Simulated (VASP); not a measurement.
A run of VASP 6.6.1 is set up as follows.

INCAR

```
PREC = Accurate ; ENCUT = 450
EDIFF = 1E-5 ; ISMEAR = 0
SIGMA = 0.03 ; LREAL = Auto
LASPH = T ; NELM = 120
ALGO = Normal ; ISIF = 2
LWAVE = F ; LCHARG = F
ISPIN = 2 ; MAGMOM = 0 0 0 0 0 0 0 0 0 0 0 0 0 0 0 0.75 0 0 0 0 0 0 0 0 0.75 0 0.75 0 0.75 0 0
LORBIT = 11 ; GGA = PS
NBANDS = 88 ; KPAR = 4
```

File KPOINTS:

```
regular mesh
0
Gamma
  3 3 2
```

The input POSCAR:

```
Al15N16
1.0
    6.2200008610      0.0000000000      0.0000000000
   -3.1100004305      5.3866787572      0.0000000000
    0.0000000000      0.0000000000      9.9600000000
Al N
15 16
Direct
    0.3333333333      0.1666666667      0.5000000000
    0.3333333333      0.6666666667      0.0000000000
    0.3333333333      0.6666666667      0.5000000000
    0.8333333333      0.1666666667      0.0000000000
    0.8333333333      0.1666666667      0.5000000000
    0.8333333333      0.6666666667      0.0000000000
    0.8333333333      0.6666666667      0.5000000000
    0.1666666667      0.3333333333      0.2500000000
    0.1666666667      0.3333333333      0.7500000000
    0.1666666667      0.8333333333      0.2500000000
    0.1666666667      0.8333333333      0.7500000000
    0.6666666667      0.3333333333      0.2500000000
    0.6666666667      0.3333333333      0.7500000000
    0.6666666667      0.8333333333      0.2500000000
    0.6666666667      0.8333333333      0.7500000000
    0.3333333333      0.1666666667      0.1910000000
    0.3333333333      0.1666666667      0.6910000000
    0.3333333333      0.6666666667      0.1910000000
    0.3333333333      0.6666666667      0.6910000000
    0.8333333333      0.1666666667      0.1910000000
    0.8333333333      0.1666666667      0.6910000000
    0.8333333333      0.6666666667      0.1910000000
    0.8333333333      0.6666666667      0.6910000000
    0.1666666667      0.3333333333      0.4410000000
    0.1666666667      0.3333333333      0.9410000000
    0.1666666667      0.8333333333      0.4410000000
    0.1666666667      0.8333333333      0.9410000000
    0.6666666667      0.3333333333      0.4410000000
    0.6666666667      0.3333333333      0.9410000000
    0.6666666667      0.8333333333      0.4410000000
    0.6666666667      0.8333333333      0.9410000000
```

Potentials or basis: VASP PAW PBE potentials, release 64 (Al, N).

Launch:

```sh
$ cat potpaw_PBE.64/Al/POTCAR potpaw_PBE.64/N/POTCAR > POTCAR
$ mpirun -np 4 vasp_std > vasp.out
```

What does it give for the band gap on the k mesh?

None (metal or under the smearing width).

Estimate the net moment.

2.56 μB per cell.

Predict the largest force.

1.537 eV/Å.

Forces in eV/Å, atoms in the order of the input:
```
Al   0.000  0.000  0.179
Al   0.611  0.353  0.498
Al   0.105  0.060 -0.069
Al   0.000 -0.706  0.498
Al   0.000 -0.121 -0.069
Al  -0.611  0.353  0.498
Al  -0.105  0.060 -0.069
Al  -0.178  0.103 -0.880
Al   0.473 -0.273  0.287
Al   0.000 -0.206 -0.880
Al   0.000  0.546  0.287
Al   0.178  0.103 -0.880
Al  -0.473 -0.273  0.287
Al   0.000  0.000 -0.322
Al   0.000  0.000  0.325
N    0.000  0.000  1.517
N    0.000  0.000 -0.338
N   -0.015 -0.008  0.298
N   -0.036 -0.021 -0.156
N    0.000  0.017  0.298
N    0.000  0.041 -0.156
N    0.015 -0.008  0.298
N    0.036 -0.021 -0.156
N    0.086 -0.050  0.061
N   -1.261  0.728 -0.494
N    0.000  0.099  0.061
N    0.000 -1.456 -0.494
N   -0.086 -0.050  0.061
N    1.261  0.728 -0.494
N    0.000  0.000  0.183
N    0.000  0.000 -0.177
```

Caveat: the k mesh is coarse (spacing up to 0.39 Å⁻¹), so the values aren't converged; the PAW data sets were made with another functional, which shifts forces and pressure a little.
